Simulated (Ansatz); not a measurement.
HfSi: computed properties

Method: DFT r2SCAN, scalar-relativistic, plane waves, PAW in Ansatz 0.2.0.

Settings: cutoff 500 eV, Γ-centred mesh 6×10×8 on the computed 8-atom cell, Gaussian smearing of 0.10 eV; no spin polarisation.

The structure is relaxed at this level of theory with its symmetry kept. Whether it is the stable form of this composition wasn't checked.

```yaml
crystal:
  lattice:
    - [6.86284, 0.00000, 0.00000]
    - [0.00000, 3.77516, 0.00000]
    - [0.00000, 0.00000, 5.22504]
  atoms:
    - { symbol: Hf, position: [0.17561, 0.25000, 0.12613] }
    - { symbol: Hf, position: [0.32439, 0.75000, 0.62613] }
    - { symbol: Hf, position: [0.67561, 0.25000, 0.37387] }
    - { symbol: Hf, position: [0.82439, 0.75000, 0.87387] }
    - { symbol: Si, position: [0.04286, 0.25000, 0.63906] }
    - { symbol: Si, position: [0.45714, 0.75000, 0.13906] }
    - { symbol: Si, position: [0.54286, 0.25000, 0.86094] }
    - { symbol: Si, position: [0.95714, 0.75000, 0.36094] }
```

```
Space group                                                       : Pnma (No. 62)
Volume per atom                                                   : 16.92 Å³
Formation energy from the elements' standard states (uncorrected) : -0.858 eV/atom
Generalised Kohn–Sham band gap                                    : none (metal)
Density of states at the Fermi level                              : 1.24 states/eV per cell
Löwdin character within 0.5 eV of the Fermi level                 : Hf 5d 75 %, Si 3p 16 %, unprojected 6 %
Bader charges (e)                                                 : Hf (4 in the cell) 1.37, Si (4 in the cell) -1.37
```

Spin-orbit coupling is left out, which matters for the bands of heavy elements.

Cost: 1 run of about 12 core-minutes, on Arm Neoverse V1 (shared hosts).